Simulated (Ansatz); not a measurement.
The system is Nb.

```xyz
1
Lattice="-1.6640 1.6640 1.6640 1.6640 -1.6640 1.6640 1.6640 1.6640 -1.6640" Properties=species:S:1:pos:R:3 pbc="T T T"
Nb    0.0000    0.0000    0.0000
```

| Property | Result |
| --- | --- |
| Program | Ansatz 0.2.0 |
| Task | relaxation of cell and atoms |
| Functional | PBEsol |
| Potentials or basis | all-electron LAPW, scalar-relativistic |
| Basis error allowed | 0.001 eV/atom |
| k mesh | 11 × 11 × 11 |
| Occupations | fermi-dirac, width 0.05 eV |
| Spin | no spin polarisation |

At the start: volume 18.43 Å³/atom.

Problem. How do energy, volume and symmetry change on relaxing?

Solution. Over 4 steps the energy falls by 21.0 meV/atom and the volume is 17.59 Å³/atom (-4.6 %); space group Im-3m (No. 229, to 0.05 Å).

The path:
```tsv
step	energy change (eV)	largest force (eV/Å)	volume (Å³)
1	0.0000	0.0000	18.43
2	-0.0208	0.0000	17.67
3	-0.0210	0.0000	17.59
4	-0.0210	0.0000	17.59
```

Final structure:
```
Nb
1.0
    -1.63823    1.63823    1.63823
     1.63823   -1.63823    1.63823
     1.63823    1.63823   -1.63823
Nb
1
Direct
  0.00000 0.00000 0.00000
```
